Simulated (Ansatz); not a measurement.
# PbO: the cell at several levels of theory

One table from this session's results is given with a row withheld; the runs are named, their logs left out.

Program: Ansatz 0.2.0. PAW datasets, plane waves, zero pressure. No spin polarisation and no zero-point or thermal motion; the cell was built from a prototype and may be hypothetical.

### The cell

This is the cell as the run starts from it, not yet at rest; its lengths are not the crystal's.

It is cubic, F-43m (No. 216); conventional cell a = 4.665 Å, 12.69 Å³ an atom. Around Pb lie 4 O at 2.02 Å; around O lie 4 Pb at 2.02 Å.

Structure file:

```cif
data_structure
_symmetry_space_group_name_H-M 'P 1'
_symmetry_Int_Tables_number 1
_cell_length_a 3.2988
_cell_length_b 3.2988
_cell_length_c 3.2988
_cell_angle_alpha 60.000
_cell_angle_beta 60.000
_cell_angle_gamma 60.000
_cell_volume 25.38
loop_
_atom_site_label
_atom_site_type_symbol
_atom_site_fract_x
_atom_site_fract_y
_atom_site_fract_z
_atom_site_occupancy
Pb1 Pb 0.00000 0.00000 0.00000 1
O1 O 0.25000 0.25000 0.25000 1
```

Set-up of the first run:

input.yaml

```yaml
crystal:
  lattice:
    - [0.0, 2.3326105576, 2.3326105576]
    - [2.3326105576, 0.0, 2.3326105576]
    - [2.3326105576, 2.3326105576, 0.0]
  atoms:
    - { symbol: Pb, position: [0.0, 0.0, 0.0] }
    - { symbol: O, position: [0.25, 0.25, 0.25] }
kpoints:
  mp_grid: { grid: [8, 8, 8] }
hamiltonian:
  xc: pbe
scf:
  occupations: { method: fermi_dirac, width: 0.02 }
relax:
  f_tol: 0.005
  cell: {}
```

The run is started by

```console
ansatz run input.yaml --threads 2 --pin off --max-ram 2211MiB --backend cpu --events-out ev --progress --plain --runs-dir out
```

Among the steps run: Relaxation with PBE; r2SCAN: cell and atoms; Relaxation with PBEsol; Relaxation with LDA; Relaxation with HSE06.

One table of the session follows, with a row left open; its other results are not shown here.

| level | a (Å) | volume (Å³/atom) |
| --- | --- | --- |
| PBE | ? | ? |
| r2SCAN | 5.598 | 21.923 |
| PBEsol | 5.573 | 21.630 |
| LDA | 5.510 | 20.909 |
| HSE06 | 5.607 | 22.037 |

Estimate the missing values for PBE.

As computed: a (Å): 5.663; volume (Å³/atom): 22.707. In the column «a (Å)» it is the highest.

What this shows: The first relaxation changed the volume by +78.9 % from the start. The volume runs from LDA (least) to PBE (most), a spread of 8.6 %, or 2.8 % in length if all axes shared it alike. The meshes differ: PBE 8×8×8, r2SCAN 8×8×8, PBEsol 8×8×8, LDA 8×8×8, HSE06 6×6×6.
